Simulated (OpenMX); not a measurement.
# PtS2 under changes of volume

One of the cells (18.261 Å³/atom); the others are scaled copies at fixed shape and fractional positions:

```
CELL_PARAMETERS angstrom
3.54320 0.00000 0.00000
-1.77160 3.06850 0.00000
0.00000 0.00000 5.03880
ATOMIC_POSITIONS crystal
Pt 0.00000 0.00000 0.00000
S 0.66667 0.33333 0.77300
S 0.33333 0.66667 0.22700
```

| Item | Value |
| --- | --- |
| Program | OpenMX 3.8.5 |
| Functional | PBE |
| Potentials or basis | OpenMX 2013 PBE set, Pt7.0-s3p2d2, S7.0-s2p2d1, fixed grid of 36 × 36 × 60 points |
| k mesh | 9 × 9 × 5 |
| Occupations | fermi-dirac, width 0.05 eV |
| Spin | no spin polarisation |

```tsv
volume (Å³/atom)	energy over the lowest point (meV/atom)	gap on the mesh (eV)	largest force (eV/Å)
17.165	?	?	?
17.531	174.29	1.02	2.785
17.896	121.77	0.99	2.381
18.261	78.95	0.96	2.011
18.626	44.91	0.93	1.668
18.992	18.88	0.90	1.350
19.357	0.00	0.87	1.059
```

Task: What does the run at 17.165 Å³/atom give?

Result: Energy over the lowest point 237.69 meV/atom; gap on the mesh 1.05 eV; largest force 3.223 eV/Å.

Worked out: A Birch-Murnaghan fit of order 3 (a polynomial in V^(-2/3)) to the other rows has no minimum within the range. It gives 237.82 meV/atom at 17.165 Å³/atom, against the run's 237.69. A straight line through the other rows of the gap, of slope -1.51 eV per unit of ln V, extrapolates to 1.05 eV, against the run's 1.05.

Energies are extrapolated to zero smearing.

Caveats: spin-orbit coupling is left out, which moves the levels of the heavy elements; an odd mesh through Γ misses points on the zone boundary, where band edges often lie; the basis of atomic orbitals isn't converged, which shifts pressures, moduli and gaps; forces of over 1 eV/Å show positions far from the minimum, so gaps and moduli don't describe the material at rest.
